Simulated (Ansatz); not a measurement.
**Sb under changes of volume**

One of the cells (31.554 Å³/atom); the others are scaled copies at fixed shape and fractional positions:

```
CELL_PARAMETERS angstrom
3.16000 0.00000 0.00000
0.00000 3.16000 0.00000
0.00000 0.00000 3.16000
ATOMIC_POSITIONS crystal
Sb 0.00000 0.00000 0.00000
```

This isn't the form of Sb at room conditions, which is rhombohedral.

| Item | Value |
| --- | --- |
| Program | Ansatz 0.2.0 |
| Functional | r2SCAN |
| Potentials or basis | Ansatz PAW |
| Cutoff | 500 eV (not typed: the program's choice for these potentials) |
| k mesh | 8 × 8 × 8 |
| Occupations | fermi-dirac, width 0.05 eV |
| Spin | no spin polarisation |

| volume (Å³/atom) | energy over the lowest point (meV/atom) | pressure (GPa) |
| --- | --- | --- |
| 29.661 | 0.00 | 0.0 |
| 30.292 | 2.30 | -1.2 |
| 30.923 | 9.32 | -2.3 |
| 31.554 | 20.49 | -3.3 |
| 32.186 | 35.34 | -4.2 |
| 32.817 | 53.44 | -5.0 |
| 33.448 | ? | ? |

**Question.** What does the run at 33.448 Å³/atom give?

**Answer.** Energy over the lowest point 74.40 meV/atom; pressure -5.7 GPa.

Worked out: A Birch-Murnaghan fit of order 3 (a polynomial in V^(-2/3)) to the other rows has its minimum at 29.69 Å³/atom with B0 = V·E''(V) = 63 GPa and B' = 4.8. It gives 74.39 meV/atom at 33.448 Å³/atom, against the run's 74.40, and -dE/dV = -5.7 GPa, against -5.7.

Energies are extrapolated to zero smearing.

Caveats: the PAW data sets come from PBE, with cores solved anew for the run's functional, which leaves a small shift of forces and pressure.
